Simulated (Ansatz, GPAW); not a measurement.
This is a calculation of Fe for Ansatz 0.2.0. 

The input input.yaml:

```yaml
crystal:
  lattice:
    - [-1.443, 1.443, 1.443]
    - [1.443, -1.443, 1.443]
    - [1.443, 1.443, -1.443]
  atoms:
    - { symbol: Fe, position: [0.0, 0.0, 0.0], spin: 3.0 }
hamiltonian:
  xc: pbe
  pseudopotentials: { kind: paw }
magnetization:
  spin_polarized: true
kpoints:
  mp_grid: { grid: [13, 13, 13] }
scf:
  occupations: { method: gaussian, width: 0.025 }
output:
  forces: true
  stress: true
  eigenvalues: true
```

Potentials or basis: Ansatz PAW.

Launch:

```bash
$ ansatz run input.yaml --threads 2 --pin off --max-ram 5632MiB --backend cpu --events-out ev --progress --plain --runs-dir out
```

Q: Translate it to GPAW 26.7.0 (ASE script). Potentials or basis there: GPAW PAW data sets (gpaw-data 1.2.1), cutoff 600 eV.

A: As run (cutoffs and basis follow the program's own potentials, and thresholds, step limits or extra output files can differ):

Contents of run.py:

```python
from ase.dft.bandgap import bandgap
from ase.io import read, write
from ase.units import GPa
from gpaw import GPAW, PW

atoms = read('Fe.xyz')
atoms.set_initial_magnetic_moments([3.0])

calc = GPAW(mode=PW(600),
            xc='PBE',
            kpts={'size': (13, 13, 13), 'gamma': True},
            occupations={'name': 'methfessel-paxton', 'order': 0, 'width': 0.025},
            nbands=12,
            convergence={'density': 1e-05, 'energy': 1e-05},
            maxiter=150,
            txt='gpaw.txt')
atoms.calc = calc
energy = atoms.get_potential_energy()
forces = atoms.get_forces()
stress = atoms.get_stress()
calc.write('gs.gpw')
write('result.traj', atoms)
print(f'Energy: {energy:.6f} eV')
print('Forces (eV/A):')
print(forces.round(4))
print('Stress (GPa):', (stress / GPa).round(3))
print('Moments:', calc.get_magnetic_moments().round(3))
print('Fermi level:', round(calc.get_fermi_level(), 4), 'eV')
print(f'Gap: {bandgap(calc)[0]:.4f} eV, direct: {bandgap(calc, direct=True)[0]:.4f} eV')
```

Contents of Fe.xyz:

```xyz
1
Lattice="-1.4430000000 1.4430000000 1.4430000000 1.4430000000 -1.4430000000 1.4430000000 1.4430000000 1.4430000000 -1.4430000000" Properties=species:S:1:pos:R:3 pbc="T T T"
Fe     0.0000000000      0.0000000000      0.0000000000
```

Potentials or basis: GPAW PAW data sets (gpaw-data 1.2.1), pw.

The run is started by

```sh
$ OMP_NUM_THREADS=1 python run.py
```

Both were run:

|  | Ansatz | GPAW |
| --- | --- | --- |
| Pressure | -9.6 GPa | -7.9 GPa |
| Net moment | 2.25 μB per cell | 2.25 μB per cell |

Ansatz's pressure holds a Pulay term of +0.09 GPa for its cutoff of 420 eV, which the other run lacks.

The potentials hold 16 and 8 valence electrons a cell.

Where Ansatz's input types no cutoff or centring, it takes its own default and a Γ-centred mesh.

The magnetic state is the one that the start led to; the real crystal's order can differ.

Pressure is positive in compression.
